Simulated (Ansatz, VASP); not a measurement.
# Be: VASP beside Ansatz

The input INCAR:

```
ALGO = Normal
EDIFF = 1E-6
ENCUT = 520
GGA = PS
ISIF = 2
ISMEAR = -1
LASPH = True
LCHARG = False
LREAL = False
LWAVE = False
NBANDS = 9
NELM = 80
PREC = Accurate
SIGMA = 0.05
```

The input KPOINTS:

```
k-points
0
Gamma
  13 13 8
```

File POSCAR:

```
Be
1.0
    2.2853000000      0.0000000000      0.0000000000
   -1.1426500000      1.9791278553      0.0000000000
    0.0000000000      0.0000000000      3.5842000000
Be
2
Direct
    0.6666666667      0.3333333333      0.7500000000
    0.3333333333      0.6666666667      0.2500000000
```

File input.yaml:

```yaml
crystal:
  lattice:
    - [2.2853, 0.0, 0.0]
    - [-1.14265, 1.9791278553, 0.0]
    - [0.0, 0.0, 3.5842]
  atoms:
    - { symbol: Be, position: [0.6666666667, 0.3333333333, 0.75] }
    - { symbol: Be, position: [0.3333333333, 0.6666666667, 0.25] }
kpoints:
  mp_grid: { grid: [13, 13, 8] }
  band_path:
    path:
      - [0.0, 0.0, 0.0]
      - [0.5, 0.0, 0.0]
      - [0.3333333333, 0.3333333333, 0.0]
      - [0.0, 0.0, 0.0]
      - [0.0, 0.0, 0.5]
      - [0.5, 0.0, 0.5]
      - [0.3333333333, 0.3333333333, 0.5]
      - [0.0, 0.0, 0.5]
    npoints: 8
scf:
  occupations: { method: fermi_dirac, width: 0.05 }
hamiltonian:
  xc: pbesol
  pseudopotentials: { kind: all_electron, lapw: { basis_error: 0.001 } }
output:
  forces: true
  stress: true
  eigenvalues: true
```

Alike in both runs: functional PBEsol; k mesh 13 × 13 × 8; occupations fermi-dirac, width 0.05 eV; no spin polarisation.

|  | VASP | Ansatz |
| --- | --- | --- |
| version | VASP 6.6.1 | Ansatz 0.2.0 |
| potentials or method | VASP PAW PBE potentials, release 64 (Be) | all-electron LAPW, scalar-relativistic |
| plane-wave cutoff (eV) | 520 | see its input |
| task | single point | band structure |

|  | VASP | Ansatz | Ansatz less VASP |
| --- | --- | --- | --- |
| gap on the k mesh at the Fermi level (eV) | none | none | - |
| pressure (GPa) | -3.5 | -3.9 | -0.42 |
| largest component of the traceless stress (GPa) | 0.53 | 0.59 | +0.060 |

A gap of «none» marks a metal or a gap that the smearing closes. Ansatz ran all-electron here, so the differences hold the error of VASP's frozen core and of both bases.

Caveats: the PAW data sets were made with another functional, which shifts forces and pressure a little (VASP).
